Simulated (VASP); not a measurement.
# Nb (Fm-3m) in VASP: settings compared

The runs below take Nb through single point, relaxation of cell and atoms, with PBEsol, RPBE.

Everything below comes from runs of VASP 6.6.1. Logs are shortened: lines on timing, memory, paths and dates and some standing lists are left out, and cuts for length are marked.

### Step 1. The crystal as given

It takes space group Fm-3m (No. 225, cubic). The conventional cell has a = 4.160 Å, b = 4.160 Å, c = 4.160 Å, α = 90.00°, β = 90.00°, γ = 90.00°. Nb (site symmetry m-3m) is surrounded by 12 Nb at 2.94 Å.

This isn't the form of Nb at room conditions, which is bcc.

### Step 2. Single point, PBEsol

The input, INCAR:

```
SYSTEM = Nb
PREC     = Accurate       ! precision mode
ENCUT    = 520            ! plane-wave cutoff, eV
EDIFF    = 1E-6           ! SCF threshold, eV
ISMEAR   = 0              ! smearing method
SIGMA    = 0.1            ! smearing width, eV
LREAL    = .False.        ! projectors in reciprocal space
LASPH    = .True.         ! aspherical terms in the spheres
NELM     = 60             ! most SCF steps
ALGO     = Normal         ! electronic algorithm
ISIF     = 2              ! what is computed and relaxed
LWAVE    = .False.        ! write WAVECAR
LCHARG   = .False.        ! write CHGCAR
GGA      = PS             ! functional
```

The input, KPOINTS:

```
Automatic mesh
0
Gamma
  18 18 18
  0 0 0
```

The input, POSCAR:

```
Nb
1.0
    0.0000000000      2.0800838200      2.0800838200
    2.0800838200      0.0000000000      2.0800838200
    2.0800838200      2.0800838200      0.0000000000
Nb
1
Direct
    0.0000000000      0.0000000000      0.0000000000
```

Potentials or basis: VASP PAW PBE potentials, release 64 (Nb_sv).

Command:

```
$ cat potpaw_PBE.64/Nb_sv/POTCAR > POTCAR
$ mpirun -np 1 vasp_std > vasp.out
```

OUTCAR:

```text
SYSTEM = Nb
   PREC = Accurate
   ENCUT = 520
   EDIFF = 1E-6
   ISMEAR = 0
   LREAL = .False.
   LASPH = .True.
   NELM = 60
   ISIF = 2
   GGA = PS

 ion  position               nearest neighbor table
   1  0.000  0.000  0.000-

  LATTYP: Found a face centered cubic cell.
 ALAT       =     4.1601676400

  Lattice vectors:

 A1 = (   0.0000000000,   2.0800838200,   2.0800838200)
 A2 = (   2.0800838200,   0.0000000000,   2.0800838200)
 A3 = (   2.0800838200,   2.0800838200,   0.0000000000)

Analysis of symmetry for initial positions (statically):
=====================================================================
 Subroutine PRICEL returns:
 Original cell was already a primitive cell.

 Routine SETGRP: Setting up the symmetry group for a
 face centered cubic supercell.

 Subroutine GETGRP returns: Found 48 space group operations
 (whereof 48 operations were pure point group operations)
 out of a pool of 48 trial point group operations.

The static configuration has the point symmetry O_h .

Analysis of symmetry for dynamics (positions and initial velocities):
=====================================================================
 Subroutine PRICEL returns:
 Original cell was already a primitive cell.

 Routine SETGRP: Setting up the symmetry group for a
 face centered cubic supercell.

 Subroutine GETGRP returns: Found 48 space group operations
 (whereof 48 operations were pure point group operations)
 out of a pool of 48 trial point group operations.

The dynamic configuration has the point symmetry O_h .

 Subroutine INISYM returns: Found 48 space group operations
 (whereof 48 operations are pure point group operations),
 and found     1 'primitive' translations

----------------------------------------------------------------------------------------

                                     Primitive cell

  volume of cell :      18.0000

  direct lattice vectors                    reciprocal lattice vectors
     0.000000000  2.080083820  2.080083820    -0.240374929  0.240374929  0.240374929
     2.080083820  0.000000000  2.080083820     0.240374929 -0.240374929  0.240374929
     2.080083820  2.080083820  0.000000000     0.240374929  0.240374929 -0.240374929

  length of vectors
     2.941682749  2.941682749  2.941682749     0.416341589  0.416341589  0.416341589

  position of ions in fractional coordinates (direct lattice)
     0.000000000  0.000000000  0.000000000

  ion indices of the primitive-cell ions
   primitive index   ion index
                 1           1

----------------------------------------------------------------------------------------

 KPOINTS: Automatic mesh

Automatic generation of k-mesh.
 Grid dimensions read from file:
 generate k-points for:   18   18   18

 Generating k-lattice:

  Cartesian coordinates                     Fractional coordinates (reciprocal lattice)
    -0.013354163  0.013354163  0.013354163     0.055555556  0.000000000  0.000000000
     0.013354163 -0.013354163  0.013354163     0.000000000  0.055555556  0.000000000
     0.013354163  0.013354163 -0.013354163     0.000000000  0.000000000  0.055555556

  Length of vectors
     0.023130088  0.023130088  0.023130088

  Shift w.r.t. Gamma in fractional coordinates (k-lattice)
     0.000000000  0.000000000  0.000000000

 Subroutine IBZKPT returns following result:
 ===========================================

 Found    195 irreducible k-points:

 Following reciprocal coordinates:
            Coordinates               Weight
  0.000000  0.000000  0.000000      1.000000
  0.055556  0.000000  0.000000      8.000000
  0.111111  0.000000  0.000000      8.000000
  0.166667  0.000000  0.000000      8.000000
  0.222222  0.000000  0.000000      8.000000
  0.277778  0.000000  0.000000      8.000000
[... 16 lines left out ...]
 -0.277778  0.055556  0.000000     24.000000
 -0.222222  0.055556  0.000000     24.000000
 [... further k-points ...]
   k-points           NKPTS =    195   k-points in BZ     NKDIM =    195   number of bands    NBANDS=     10
   number of dos      NEDOS =    301   number of ions     NIONS =      1
   total plane-waves  NPLWV =  13824
   dimension x,y,z NGX =    24 NGY =   24 NGZ =   24
   dimension x,y,z NGXF=    48 NGYF=   48 NGZF=   48
   ions per type =               1
   NGX,Y,Z   is equivalent  to a cutoff of  13.56, 13.56, 13.56 a.u.
   NGXF,Y,Z  is equivalent  to a cutoff of  27.13, 27.13, 27.13 a.u.
 SYSTEM =  Nb
   PREC   = accura    normal or accurate (medium, high low for compatibility)
   ISTART =      0    job   : 0-new  1-cont  2-samecut
   ICHARG =      2    charge: 1-file 2-atom 10-const
   ISPIN  =      1    spin polarized calculation?
   LNONCOLLINEAR =      F non collinear calculations
   LSORBIT =      F    spin-orbit coupling
   LASPH  =      T    aspherical Exc in radial PAW
   ENCUT  =  520.0 eV  38.22 Ry    6.18 a.u.   5.47  5.47  5.47*2*pi/ulx,y,z
   NELM   =     60;   NELMIN=  2; NELMDL= -5     # of ELM steps
   EDIFF  = 0.1E-05   stopping-criterion for ELM
   LREAL  =      F    real-space projection
   EDIFFG = 0.1E-04   stopping-criterion for IOM
   NSW    =      0    number of steps for IOM
   IBRION =     -1    ionic relax: 0-MD 1-quasi-New 2-CG
   NFREE  =      0    steps in history (QN), initial steepest desc. (CG)
   ISIF   =      2    stress and relaxation
   ISYM   =      2    0-nonsym 1-usesym 2-fastsym
   POTIM  = 0.5000    time-step for ionic-motion
   TEBEG  =    0.0;   TEEND  =   0.0 temperature during run
   PSTRESS=    0.0 pullay stress
   NELECT =      13.0000    total number of electrons
   NUPDOWN=      -1.0000    fix difference up-down
   EMIN   =  10.00;   EMAX   =-10.00  energy-range for DOS
   EFERMI =   0.00;   METHOD = LEGACY
   ISMEAR =     0;   SIGMA  =   0.10  broadening in eV -4-tet -1-fermi 0-gaus
   EFERMI_NEDOS =   21; number of points for ismear=-14 and -15
   IALGO  =     38    algorithm
   IMIX   =      4    mixing-type and parameters
     AMIX     =   0.40;   BMIX     =  1.00
     AMIX_MAG =   1.60;   BMIX_MAG =  1.00
  volume/ion in A,a.u.               =      18.00       121.47
  Fermi-wavevector in a.u.,A,eV,Ry     =   1.468808  2.775645 29.353179  2.157398
  Thomas-Fermi vector in A             =   2.584261
   LORBIT       =      0    0 simple, 1 ext, 2 COOP (PROOUT), +10 PAW based schemes
   GGA     = PS    functional components
   LHFCALC =     F    Hartree Fock is set to
   AEXX    =    0.0000 exact exchange contribution
   IVDW    =     0    specifies the selected vdW correction
   LEPSILON=     F    determine dielectric tensor
   LRPA    =     F    only Hartree local field effects (RPA)
 non-spin polarized calculation
 Gauss-broadening in eV      SIGMA  =   0.10
  energy-cutoff  :      520.00
  volume of cell :       18.00
 maximum number of plane-waves:       531
 NGX is ok and might be reduce to    24
   NGX = 11   NGY = 11   NGZ = 11

 number of electron      13.0000000 magnetization

 Free energy of the ion-electron system (eV)
  ---------------------------------------------------
  ext. energy  EPLUGINS =         0.00000000
  ---------------------------------------------------
  free energy    TOTEN  =       -10.60956380 eV

  energy without entropy =      -10.60306108  energy(sigma->0) =      -10.60631244

 E-fermi :  11.4258     XC(G=0): -12.6349

 val. band max:       11.4180025582   @ k =  -0.3333   0.1667   0.0556
 cond. band min:      11.4344838560   @ k =  -0.4444   0.2222   0.0000
 fundamental gap:      0.0164812979
 Fermi energy:        11.4257799045

 k-point     1 :       0.0000    0.0000    0.0000
  band No.  band energies     occupation
      1     -43.2279      2.00000
      2     -18.5514      2.00000
      3     -18.5514      2.00000
      4     -18.5514      2.00000
      5       5.0699      2.00000
      6      11.4955      0.32440
      7      11.4955      0.32440
      8      11.4955      0.32440
      9      14.2441      0.00000
     10      14.2441      0.00000

 k-point     2 :       0.0556    0.0000    0.0000
  band No.  band energies     occupation
      1     -43.2211      2.00000
      2     -18.5958      2.00000
      3     -18.5568      2.00000
      4     -18.5568      2.00000
      5       5.1917      2.00000
      6      11.3987      1.29843
      7      11.5522      0.07375
      8      11.5522      0.07375
      9      14.1912      0.00000
     10      14.1912      0.00000

 k-point     3 :       0.1111    0.0000    0.0000
  band No.  band energies     occupation
      1     -43.2014      2.00000
      2     -18.7225      2.00000
      3     -18.5723      2.00000
      4     -18.5723      2.00000
      5       5.5405      2.00000
      6      11.1515      1.99990
      7      11.7002      0.00010
      8      11.7002      0.00010
      9      14.0709      0.00000
     10      14.0709      0.00000

 k-point     4 :       0.1667    0.0000    0.0000
  band No.  band energies     occupation
      1     -43.1710      2.00000
      2     -18.9131      2.00000
      3     -18.5960      2.00000
      4     -18.5960      2.00000
      5       6.0629      2.00000
      6      10.8641      2.00000
      7      11.8622      0.00000
      8      11.8622      0.00000
      9      13.9987      0.00000
     10      13.9987      0.00000
[... 222 lines left out ...]
 k-point    22 :      -0.3333    0.0556    0.0000
  band No.  band energies     occupation
      1     -43.0401      2.00000
      2     -19.6527      2.00000
      3     -18.7384      2.00000
      4     -18.6823      2.00000
      5       7.5345      2.00000
      6      11.3490      1.72257
      7      11.4880      0.37872
      8      11.6276      0.00431
      9      14.9500      0.00000
     10      15.8615      0.00000

 k-point    23 :      -0.2778    0.0556    0.0000
  band No.  band energies     occupation
      1     -43.0760      2.00000
      2     -19.4524      2.00000
      3     -18.7131      2.00000
      4     -18.6517      2.00000
      5       7.3606      2.00000
      6      10.7935      2.00000
      7      11.6804      0.00032
      8      11.8251      0.00000
      9      14.3005      0.00000
     10      15.2545      0.00000

 k-point    24 :      -0.2222    0.0556    0.0000
  band No.  band energies     occupation
      1     -43.1155      2.00000
      2     -19.2252      2.00000
      3     -18.6815      2.00000
      4     -18.6203      2.00000
      5       6.9368      2.00000
      6      10.5780      2.00000
      7      11.8591      0.00000
      8      11.9834      0.00000
      9      13.8086      0.00000
     10      14.7190      0.00000

 [... further k-points ...]
[... 5 lines left out ...]
  --------------------------------------------------------------------------------------
  -------------------------------------------------------------------------------------
  Total        0.1131209      0.1131209      0.1131209      0.0000000     -0.0000000      0.0000000
  in kB       10.0688737     10.0688737     10.0688737      0.0000000     -0.0000000      0.0000000
  external PRESSURE =      10.0688737 kB  Pullay stress =       0.0000000 kB

 VOLUME and BASIS-vectors are now :
 -----------------------------------------------------------------------------
  energy-cutoff  :      520.00
  volume of cell :       18.00
      direct lattice vectors                 reciprocal lattice vectors
     0.000000000  2.080083820  2.080083820    -0.240374929  0.240374929  0.240374929
     2.080083820  0.000000000  2.080083820     0.240374929 -0.240374929  0.240374929
     2.080083820  2.080083820  0.000000000     0.240374929  0.240374929 -0.240374929

 POSITION                                       TOTAL-FORCE (eV/Angst)
 -----------------------------------------------------------------------------------
      0.00000      0.00000      0.00000         0.000000      0.000000      0.000000
 -----------------------------------------------------------------------------------
    total drift:                               -0.000000      0.000000      0.000000

  FREE ENERGIE OF THE ION-ELECTRON SYSTEM (eV)
  ---------------------------------------------------
  free  energy   TOTEN  =       -10.6095638002 eV

  energy  without entropy=      -10.6030610768  energy(sigma->0) =      -10.60631244
```

Run time: 29 s. Hardware: 1 thread of Intel Xeon Platinum 8259CL at 2.50GHz (Skylake/Cascade Lake), shared host; peak memory 0.16 GiB.

What came out:

- Free energy: -10.6096 eV
- Pressure: 1.0 GPa
- Band gap on the k mesh: none (metal or under the smearing width)

Levels at points of the mesh, in eV from the Fermi level:
```csv
k point,band 3,band 4,band 5,band 6,band 7,band 8,band 9,band 10
"(0.00, 0.00, 0.00)",-29.98,-29.98,-6.36,0.07,0.07,0.07,2.82,2.82
"(0.50, 0.00, 0.00)",-30.15,-30.15,-4.02,-0.14,-0.14,1.52,4.93,4.93
"(0.50, 0.50, 0.00)",-30.46,-30.46,-4.31,-3.54,3.83,4.90,5.54,5.54
```

Caveat: the PAW data sets were made with another functional, which shifts forces and pressure a little.

### Step 3. Relaxation of cell and atoms, PBEsol

The input, INCAR:

```
PREC     = Accurate       # precision mode
ENCUT    = 580            # plane-wave cutoff, eV
EDIFF    = 1E-7           # SCF threshold, eV
ISMEAR   = 0              # smearing method
SIGMA    = 0.1            # smearing width, eV
LREAL    = F              # projectors in reciprocal space
LASPH    = T              # aspherical terms in the spheres
NELM     = 60             # most SCF steps
ALGO     = Normal         # electronic algorithm
ISIF     = 3              # what is computed and relaxed
LWAVE    = F              # write WAVECAR
LCHARG   = F              # write CHGCAR
GGA      = PS             # functional
IBRION   = 2              # ionic algorithm
NSW      = 90             # ionic steps
EDIFFG   = -0.005         # ionic threshold
```

The input, KPOINTS:

```
Automatic mesh
0
Gamma
  18 18 18
```

POSCAR is that of step 2.

Potentials or basis: VASP PAW PBE potentials, release 64 (Nb_pv).

Command:

```
$ cat potpaw_PBE.64/Nb_pv/POTCAR > POTCAR
$ mpirun -np 1 vasp_std > vasp.out
```

It took 57 s on 1 thread of Intel Xeon Platinum 8259CL at 2.50GHz (Skylake/Cascade Lake), shared host; peak memory 0.18 GiB.

Results (log left out):

| Quantity | Value |
| --- | --- |
| Free energy | -10.4821 eV |
| Relaxed volume | 18.35 Å³/atom |
| Relaxed cell | a = 2.960 Å, b = 2.960 Å, c = 2.960 Å, α = 60.00°, β = 60.00°, γ = 60.00° |
| Space group after relaxing (to 0.05 Å) | Fm-3m (No. 225) |
| Energy gained by relaxing | 3.7 meV/atom |
| Ionic steps | 3 |
| Pressure after relaxing | 0.0 GPa |
| Band gap on the k mesh | none (metal or under the smearing width) |

The path:
| step | energy change (eV) | largest force (eV/Å) | pressure (GPa) | volume (Å³) |
| --- | --- | --- | --- | --- |
| 1 | 0.0000 | 0.0000 | 3.49 | 18.00 |
| 2 | 0.0104 | 0.0000 | -6.25 | 19.04 |
| 3 | -0.0037 | 0.0000 | -0.04 | 18.35 |

Final structure:
```
Nb
1.0
     0.00000    2.09333    2.09333
     2.09333    0.00000    2.09333
     2.09333    2.09333    0.00000
Nb
1
Direct
  0.00000 0.00000 0.00000
```

Levels at points of the mesh, in eV from the Fermi level:
```tsv
k point	band 3	band 4	band 5	band 6	band 7	band 8
(0.00, 0.00, 0.00)	-30.07	-6.31	0.06	0.06	0.06	2.74
(0.50, 0.00, 0.00)	-30.23	-3.95	-0.14	-0.14	1.46	4.79
(0.50, 0.50, 0.00)	-30.52	-4.22	-3.46	3.76	4.76	5.38
```

Caveat: the PAW data sets were made with another functional, which shifts forces and pressure a little.

[end of part 1 of 2]
